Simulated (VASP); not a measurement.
Input of a VASP 6.6.1 run:

The input INCAR:

```
PREC     = Accurate       # precision mode
ENCUT    = 520            # plane-wave cutoff, eV
EDIFF    = 1E-7           # SCF threshold, eV
ISMEAR   = -1             # smearing method
SIGMA    = 0.05           # smearing width, eV
LREAL    = False          # projectors in reciprocal space
LASPH    = True           # aspherical terms in the spheres
NELM     = 80             # most SCF steps
ALGO     = Normal         # electronic algorithm
ISIF     = 2              # what is computed and relaxed
LWAVE    = False          # write WAVECAR
LCHARG   = False          # write CHGCAR
NBANDS   = 14             # bands
```

KPOINTS

```
Automatic mesh
0
Gamma
  13 13 7
```

Contents of POSCAR:

```
Na
1.0
    3.7670009976      0.0000000000      0.0000000000
   -1.8835004988      3.2623185600      0.0000000000
    0.0000000000      0.0000000000      6.1540000000
Na
2
Direct
    0.3333333333      0.6666666667      0.2500000000
    0.6666666667      0.3333333333      0.7500000000
```

Potentials or basis: VASP PAW LDA potentials, release 64 (Na_pv).

Launch:

```sh
$ cat potpaw_LDA.64/Na_pv/POTCAR > POTCAR
$ mpirun -np 1 vasp_std > vasp.out
```

Problem. What does it give for the band gap on the k mesh?

Solution. None (metal or under the smearing width).

Problem. What does it give for the pressure?

Solution. -0.9 GPa.

Stress tensor (GPa, compression positive):
```
-0.95  0.00  0.00
 0.00 -0.95  0.00
 0.00  0.00 -0.84
```
